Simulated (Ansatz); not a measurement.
# CsI: how the settings move a single-point run

Aim: see which settings change the result for CsI, by how much, and at what cost.

Method: reference: DFT, HSE06, plane waves, PAW, in Ansatz 0.2.0.

1 further run of the same task is left out (it didn't finish).

**1. The structure to begin with**

The structure is cubic, space group Pm-3m (No. 221). Conventional cell: a = 4.608 Å, b = 4.608 Å, c = 4.608 Å, α = 90.00°, β = 90.00°, γ = 90.00°. Around Cs (site symmetry m-3m) lie 8 I at 3.99 Å. Around I (site symmetry m-3m) lie 8 Cs at 3.99 Å.

Structure file:

```cif
data_structure
_symmetry_space_group_name_H-M 'P 1'
_symmetry_Int_Tables_number 1
_cell_length_a 4.6081
_cell_length_b 4.6081
_cell_length_c 4.6081
_cell_angle_alpha 90.000
_cell_angle_beta 90.000
_cell_angle_gamma 90.000
_cell_volume 97.85
loop_
_atom_site_label
_atom_site_type_symbol
_atom_site_fract_x
_atom_site_fract_y
_atom_site_fract_z
_atom_site_occupancy
Cs1 Cs 0.00000 0.00000 0.00000 1
I1 I 0.50000 0.50000 0.50000 1
```

**2. Reference**

input.yaml reads:

```yaml
crystal:
  lattice:
    - [4.6081405142, 0.0, 0.0]
    - [0.0, 4.6081405142, 0.0]
    - [0.0, 0.0, 4.6081405142]
  atoms:
    - { symbol: Cs, position: [0.0, 0.0, 0.0] }
    - { symbol: I, position: [0.5, 0.5, 0.5] }
kpoints:
  mp_grid: { grid: [4, 4, 4] }
hamiltonian:
  xc: hse06
scf:
  occupations: { method: fixed }
  n_extra_bands: 4
output:
  forces: true
  stress: true
  eigenvalues: true
```

On the command line:

```sh
$ ansatz run input.yaml --threads 4 --pin off --max-ram 3686MiB --backend cpu --events-out ev --progress --plain --runs-dir out
```

**3. Changing settings: xc lda**

Edit input.yaml of step 2 so:

```diff
@@ -11,3 +11,3 @@
 hamiltonian:
-  xc: hse06
+  xc: lda
 scf:
```

**4. Changed: xc pbe**

Edit input.yaml of step 2 so:

```diff
@@ -11,3 +11,3 @@
 hamiltonian:
-  xc: hse06
+  xc: pbe
 scf:
```

**5. Variant: xc pbe0**

Edit input.yaml of step 2 so:

```diff
@@ -11,3 +11,3 @@
 hamiltonian:
-  xc: hse06
+  xc: pbe0
 scf:
```

**6. Variant: xc cam_b3lyp**

Edit input.yaml of step 2 so:

```diff
@@ -11,3 +11,3 @@
 hamiltonian:
-  xc: hse06
+  xc: cam_b3lyp
 scf:
```

**7. Changed: exchange pbe, correlation pbe, coeff 0.5, omega 0.3**

Edit input.yaml of step 2 so:

```diff
@@ -11,3 +11,3 @@
 hamiltonian:
-  xc: hse06
+  xc: { exchange: pbe, correlation: pbe, exx: { coeff: 0.5, omega: 0.3 } }
 scf:
```

**8. Changing settings: exchange pbe, correlation pbe, coeff 0.35, omega 0.1**

Edit input.yaml of step 2 so:

```diff
@@ -11,3 +11,3 @@
 hamiltonian:
-  xc: hse06
+  xc: { exchange: pbe, correlation: pbe, exx: { coeff: 0.35, omega: 0.1 } }
 scf:
```

Q: Predict the outcome of this session. Wanted: for each run, ending; energy change; pressure; gap; force.

**Answer**, as computed:

| run | ending | energy change | pressure (GPa) | gap (eV) | force (eV/Å) | cycles | time |
| --- | --- | --- | --- | --- | --- | --- | --- |
| reference | converged | - | 0.2 | 4.79 | 0.00 | 10 | 22 s |
| 1: xc lda | converged | not comparable | -1.6 | 3.44 | 0.00 | 7 | 0.97 s |
| 2: xc pbe | converged | not comparable | 0.4 | 3.80 | 0.00 | 6 | 0.92 s |
| 3: xc pbe0 | converged | not comparable | 0.2 | 5.48 | 0.00 | 10 | 22 s |
| 4: xc cam_b3lyp | converged | not comparable | 0.6 | 7.52 | 0.00 | 11 | 26 s |
| 5: exchange pbe, correlation pbe, coeff 0.5, omega 0.3 | converged | not comparable | 0.0 | 5.40 | 0.00 | 11 | 24 s |
| 6: exchange pbe, correlation pbe, coeff 0.35, omega 0.1 | converged | not comparable | 0.1 | 5.66 | 0.00 | 10 | 23 s |

Residual by cycle in the longest SCF loop of each run; runs are numbered as in the table. The quantity is the density residual dr2, in eV.

| cycle | reference | run 1 | run 2 | run 3 | run 4 | run 5 | run 6 |
| --- | --- | --- | --- | --- | --- | --- | --- |
| 1 | 0.0027 | 0.00665 | 6.7e-5 | 0.00228 | 0.00195 | 0.0071 | 0.0046 |
| 2 | 4.5e-4 | 0.00221 | 3.6e-5 | 6.1e-4 | 0.00222 | 0.00235 | 0.00146 |
| 3 | 8.3e-5 | 4.4e-5 | 3.7e-6 | 1.0e-4 | 2.7e-4 | 3.7e-4 | 2.8e-4 |
| 4 | 7.2e-6 | 2.1e-5 | 1.2e-7 | 1.1e-5 | 2.4e-5 | 5.4e-5 | 3.4e-5 |
| 5 | 4.6e-7 | 1.3e-6 | 8.7e-9 | 2.4e-6 | 5.8e-6 | 6.2e-6 | 5.3e-6 |
| 6 | - | 1.6e-7 | 4.6e-10 | - | - | - | - |
| 7 | - | 4.1e-9 | - | - | - | - | - |

What this shows: Of the variants the dearest is «xc cam_b3lyp» (26 s), the cheapest «xc pbe» (0.92 s), on a shared host. The gap of the reference lacks spin-orbit coupling, though the cell holds I and Cs.
